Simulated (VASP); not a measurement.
**InAs: phonons with r2SCAN**

Crystal: InAs.

```
In As
1.0
     0.00000    3.05432    3.05432
     3.05432    0.00000    3.05432
     3.05432    3.05432    0.00000
In As
1 1
Direct
  0.00000 0.00000 0.00000
  0.25000 0.25000 0.25000
```

The cell was built by a generator and needn't be a form met in nature.

```yaml
Program: VASP 6.6.1
Task: phonons
Functional: r2SCAN
Potentials_or_basis: VASP PAW PBE potentials, release 64 (In_d, As)
Cutoff: 520 eV
k_mesh: 10 × 10 × 10
Occupations: gaussian, width 0.01 eV
Spin: no spin polarisation
Dipole_correction: no
Further_INCAR_settings: ALGO = Normal; EDIFF = 1e-08; NBANDS = 16; IBRION = 6; POTIM = 0.015; NSW = 1
```

* Highest phonon frequency at Γ, LO-TO splitting left out: 211 cm⁻¹

Phonon frequencies in cm⁻¹ (negative: imaginary):
| q point | frequencies |
| --- | --- |
| (0.000, 0.000, 0.000) | 0 0 0 211 211 211 |

It took 11 min on 1 thread of Intel(R) Xeon(R) 6975P-C (Granite Rapids) (shared host), peak memory 0.39 GiB.
